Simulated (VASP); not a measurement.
# Ge: single point with PBE

**The experiment to reproduce.**

“Electronic and optical properties of SixGe1-x-ySny alloys lattice-matched to Ge”, 2021, arxiv:2109.02782 reports, for a bulk crystal of Ge at 293 K: band gap 0.666 eV (indirect).

The system is Ge.

```
Ge
1.0
     0.00000    2.82891    2.82891
     2.82891    0.00000    2.82891
     2.82891    2.82891    0.00000
Ge
2
Direct
  0.75000 0.75000 0.75000
  0.50000 0.50000 0.50000
```

- Program: VASP 6.6.1
- Task: single point
- Functional: PBE
- Potentials or basis: VASP PAW PBE potentials, release 64 (Ge)
- Cutoff: 500 eV
- k mesh: 8 × 8 × 8
- Occupations: gaussian, width 0.02 eV
- Spin: no spin polarisation
- Further INCAR settings: ALGO = Fast; EDIFF = 1.00e-06; NBANDS = 11

```json
{
 "Pressure": "4.4 GPa",
 "Band gap on the k mesh": "0.06 eV, direct"
}
```

Levels at points of the mesh, in eV from the valence-band top:
```tsv
k point	band 1	band 2	band 3	band 4	band 5	band 6	band 7	band 8	band 9
(0.00, 0.00, 0.00)	-12.78	0.00	0.00	0.00	0.06	2.54	2.54	2.54	6.41
(0.50, 0.00, 0.00)	-10.69	-7.61	-1.41	-1.41	0.19	3.72	3.72	7.09	10.52
(0.50, 0.50, 0.00)	-8.89	-8.89	-3.09	-3.09	0.73	0.73	9.49	9.49	11.59
```

It took 13 s on 1 thread of Intel(R) Xeon(R) 6975P-C (Granite Rapids), on a shared host, peak memory 0.16 GiB.

A measured gap of Ge is 0.666 eV (indirect; 293 K; “Electronic and optical properties of SixGe1-x-ySny alloys lattice-matched to Ge”, 2021, arxiv:2109.02782); the calculated 0.06 eV misses it by -0.60 eV. 3 values of this kind are on record (0.666 to 0.807 eV); this one was drawn at random among those near their median. Spin-orbit coupling on Ge is left out. The value is that of PBE on a finite k mesh, which can miss the band edges, without temperature or zero-point motion. Semilocal functionals fall short of measured gaps as a rule.
